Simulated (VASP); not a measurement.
Wanted: the native input for a VASP 6.6.1 run.

```
Task                    : density of states
Functional              : PBE
Potentials or basis     : VASP PAW PBE potentials, release 64 (Nb_sv, P)
Cutoff                  : 520 eV
k mesh                  : 18 × 18 × 18
Occupations             : gaussian, width 0.1 eV
Spin                    : no spin polarisation
k mesh for the DOS      : 27 × 27 × 27
Occupations for the DOS : tetrahedron
Further INCAR settings  : ALGO = Normal; EDIFF = 1e-07; NBANDS = 26; AMIX = 0.2
```

The system is NbP.

```
Nb P
1.0
    -1.67242    1.67242    5.70937
     1.67242   -1.67242    5.70937
     1.67242    1.67242   -5.70937
Nb P
2 2
Direct
  0.75003 0.75003 0.00000
  0.50003 0.00003 0.50000
  0.33260 0.33260 0.00000
  0.08260 0.58260 0.50000
```

The cell is a database's computed one.

One way to write it, as run:

POSCAR

```
NbP                                     
1.0
   -1.6724203157      1.6724203157      5.7093745611
    1.6724203157     -1.6724203157      5.7093745611
    1.6724203157      1.6724203157     -5.7093745611
  Nb              P             
     2     2
Direct
     0.7500328075022864    0.7500328075022864    0.0000000000000000
     0.5000328075022864    0.0000328075022935    0.5000000000000000
     0.3325957624977107    0.3325957624977107    0.0000000000000000
     0.0825957724977116    0.5825957724977116    0.5000000000000000
```

INCAR.step1

```
PREC     = Accurate       # precision mode
ENCUT    = 520            # plane-wave cutoff, eV
EDIFF    = 1E-7           # SCF threshold, eV
ISMEAR   = 0              # smearing method
SIGMA    = 0.1            # smearing width, eV
LREAL    = F              # projectors in reciprocal space
LASPH    = T              # aspherical terms in the spheres
NELM     = 80             # most SCF steps
ALGO     = Normal         # electronic algorithm
ISIF     = 2              # what is computed and relaxed
LWAVE    = F              # write WAVECAR
LCHARG   = T              # write CHGCAR
LMAXMIX  = 4              # l up to which the mixer works
GGA      = PE             # functional
NBANDS   = 26             # bands
AMIX     = 0.2
```

KPOINTS.step1

```
Automatic mesh
0
Gamma
  18 18 18
```

INCAR.step2

```
PREC     = Accurate       # precision mode
ENCUT    = 520            # plane-wave cutoff, eV
EDIFF    = 1E-7           # SCF threshold, eV
ISMEAR   = -5             # smearing method
SIGMA    = 0.1            # smearing width, eV
LREAL    = F              # projectors in reciprocal space
LASPH    = T              # aspherical terms in the spheres
NELM     = 80             # most SCF steps
ALGO     = Normal         # electronic algorithm
ISIF     = 2              # what is computed and relaxed
LWAVE    = F              # write WAVECAR
LCHARG   = F              # write CHGCAR
LMAXMIX  = 4              # l up to which the mixer works
GGA      = PE             # functional
LORBIT   = 11             # projections on sites
NBANDS   = 26             # bands
AMIX     = 0.2          
NEDOS    = 1001           # points of the DOS
ICHARG   = 11             # starting density
```

KPOINTS.step2

```
Automatic mesh
0
Gamma
  27 27 27
```

Potentials or basis: VASP PAW PBE potentials, release 64 (Nb_sv, P).

Run with:

```sh
$ cat potpaw_PBE.64/Nb_sv/POTCAR potpaw_PBE.64/P/POTCAR > POTCAR
$ cp INCAR.step1 INCAR
$ cp KPOINTS.step1 KPOINTS
$ mpirun -np 1 vasp_std > vasp.out
$ cp INCAR.step2 INCAR
$ cp KPOINTS.step2 KPOINTS
$ mpirun -np 1 vasp_std > vasp.out
```

It gave:

```json
{
  "Valence electrons inside the program's atomic spheres": "Nb 10.65; P 2.55"
}
```

Run time: 92 min on 1 thread of AMD EPYC 7R13 Processor (Zen 3) (shared host), peak memory 1.9 GiB.
